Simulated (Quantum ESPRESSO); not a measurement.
# AlNi: single point with PBE

The system is AlNi.

```
CELL_PARAMETERS angstrom
2.88100 0.00000 0.00000
0.00000 2.88100 0.00000
0.00000 0.00000 2.88100
ATOMIC_POSITIONS crystal
Ni 0.49897 0.47452 0.49815
Al 0.00605 0.01098 0.99771
```

The cell isn't the ideal one: atoms moved at random, drawn with an rms of 0.05 Å.

| Item | Value |
| --- | --- |
| Program | Quantum ESPRESSO 7.5 |
| Task | single point |
| Functional | PBE |
| Potentials or basis | SSSP 1.3 efficiency PBE |
| Cutoff | 748 eV |
| Density cutoff | 5987 eV |
| k mesh | 9 × 9 × 9 |
| Occupations | fermi-dirac, width 0.05 eV |
| Spin | collinear spin, ferromagnetic start |
| Starting moments | [1.0, 0.0] μB |
| Mixing beta | 0.3 |
| Most SCF iterations | 120 |
| SCF threshold | 4e-10 Ry |

```
Pressure                                              : 2.8 GPa
Largest force                                         : 0.645 eV/Å
Band gap on the k mesh                                : none (metal or under the smearing width)
Net moment                                            : 0.00 μB per cell
Absolute moment                                       : 0.00 μB per cell
Valence electrons inside the program's atomic spheres : Ni 16.65; Al 1.12
```

Forces on the atoms (eV/Å):
```
Ni   0.127  0.632 -0.008
Al  -0.127 -0.632  0.008
```

Stress tensor (GPa, compression positive):
```
 3.02  0.31  0.00
 0.31  2.42 -0.02
 0.00 -0.02  3.05
```

Levels at points of the mesh, in eV from the Fermi level:
Spin up:
| k point | band 9 | band 10 | band 11 | band 12 | band 13 | band 14 |
| --- | --- | --- | --- | --- | --- | --- |
| (0.00, 0.00, 0.00) | -1.55 | -1.55 | 5.48 | 5.48 | 5.49 | 8.12 |
Spin down:
| k point | band 9 | band 10 | band 11 | band 12 | band 13 | band 14 |
| --- | --- | --- | --- | --- | --- | --- |
| (0.00, 0.00, 0.00) | -1.55 | -1.55 | 5.48 | 5.48 | 5.49 | 8.12 |

Wall time 4 min on 1 thread of Arm Neoverse V2, on a shared host, peak memory 0.37 GiB.
